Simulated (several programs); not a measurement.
An ordered 8-atom cell of ZnSiP2 on the zincblende lattice (I-42d), relaxed with r2SCAN in Ansatz, was computed with several methods. The symmetry is I-42d (No. 122, tetragonal); conventional cell a = 5.377 Å, c = 10.468 Å, 18.92 Å³ an atom. Zn has 4 P at 2.36 Å; P has 2 Si at 2.26 Å and 2 Zn at 2.36 Å; Si has 4 P at 2.26 Å. Values at 0 K without nuclear motion; spin polarisation is off, and the phase may be a hypothetical one.

```
Zn P Si
1.0
    -2.68850    2.68850    5.23384
     2.68850   -2.68850    5.23384
     2.68850    2.68850   -5.23384
Zn P Si
2 4 2
Direct
  0.00000 0.00000 0.00000
  0.75000 0.25000 0.50000
  0.37500 0.39183 0.51683
  0.14183 0.62500 0.01683
  0.87500 0.85817 0.48317
  0.60817 0.12500 0.98317
  0.50000 0.50000 0.00000
  0.25000 0.75000 0.50000
```

Gaps and times are for a single point on this cell; volume and bulk modulus come from each method's own relaxation or energy curve at fixed shape, which is too stiff where a cell has free coordinates or axes. Times are rough, from shared hosts (Arm Neoverse V1; Arm Neoverse V2), and each method has its own mesh and cell size. A double dagger marks a value from a curve with shape and coordinates held. PM6 (MOPAC), PM7 (MOPAC), GFN1-xTB (tblite), GFN2-xTB (tblite) treat a cluster of cells at its zone centre, which samples few k points: where these miss a band edge, the gap comes out too large for that reason alone. Gaps from k meshes are read at a limited set of points (mesh, symmetry points, PBE's band edges), so each method's own least gap may be somewhat smaller. xTB and the PM methods were fitted mostly to molecules, and can miss a solid's gap by electronvolts. Minimal bases can be far off for gaps. Times of the plane-wave ladder aren't listed, since it ran on unlike processors and cards. GLLB-SC's gap includes the derivative discontinuity. G0W0 is at finite bands, cutoff and mesh. d marks a direct gap, i an indirect one (no mark: not told apart), a dash a value that wasn't computed or didn't pass its checks.

```tsv
method	kind	gap (eV)	own volume (Å³/atom)	bulk modulus (GPa)	atoms computed	processor time
PBEsol	semilocal	–	18.71	–	8	–
GFN1-xTB (tblite)	tight binding	2.45	20.34‡	82‡	cluster	3.6 s
GFN2-xTB (tblite)	tight binding	2.41	20.07‡	64‡	cluster	4.5 s
light PBE (260 eV and a coarse mesh)	light plane-wave	1.34 d	–	–	8	5.2 s
PM7 (MOPAC)	semi-empirical	3.96	–	–	cluster	13 s
PM6 (MOPAC)	semi-empirical	6.71	–	–	cluster	13 s
PBE	semilocal	1.31 d	19.34	86‡	8	–
G0W0@PBE (120 eV screening cutoff)	many-body	1.86	–	–	8	–
LDA	semilocal	1.19 d	18.27	–	8	–
PBE/SZV (CP2K)	small basis	2.67 d	–	–	8	24 s
r2SCAN	semilocal	1.56 d	18.92	95‡	8	–
PBE0	hybrid	2.65 d	–	–	8	–
PBE/DZVP (CP2K)	small basis	1.34 d	19.40‡	86‡	8	54 s
GLLB-SC (GPAW)	model potential	2.25	–	–	8	87 s
LC-ωPBE	hybrid	6.34 d	–	–	8	–
HSE06	hybrid	1.99 d	–	–	8	–
DDH-PBE0	hybrid	1.81 d	–	–	8	–
```

Question: How far from the measured values lie the methods that can be set against them?

Answer:
- Band gap, measured 2.1 eV: GFN1-xTB (tblite) +0.35 eV, GFN2-xTB (tblite) +0.31 eV, light PBE (260 eV and a coarse mesh) -0.76 eV, PM7 (MOPAC) +1.86 eV, PM6 (MOPAC) +4.61 eV, PBE -0.79 eV, G0W0@PBE (120 eV screening cutoff) -0.24 eV, LDA -0.91 eV, PBE/SZV (CP2K) +0.57 eV, r2SCAN -0.54 eV, PBE0 +0.55 eV, PBE/DZVP (CP2K) -0.76 eV, GLLB-SC (GPAW) +0.15 eV, LC-ωPBE +4.24 eV, HSE06 -0.11 eV, DDH-PBE0 -0.29 eV.
- Volume, measured 19.04 Å³ an atom: PBEsol -1.7 %, PBE +1.6 %, LDA -4.0 %, r2SCAN -0.6 %.
The calculations are for a static lattice; samples hold vibrations, temperature and, in optical gaps, excitons. A measured value is shown where most reports agree with it, and only for the quantities listed. Sources: 2.1 eV (optical band gap from earlier crystal studies; “Solar energy conversion properties and defect physics of ZnSiP2”; rounded literature summary from several earlier crystal studies; temperature and gap type not stated; 2015; arxiv:1506.05371); 19.04 Å³ an atom (from the lattice constants; a of tetragonal cell; “Solar energy conversion properties and defect physics of ZnSiP2”; 2015; arxiv:1506.05371).
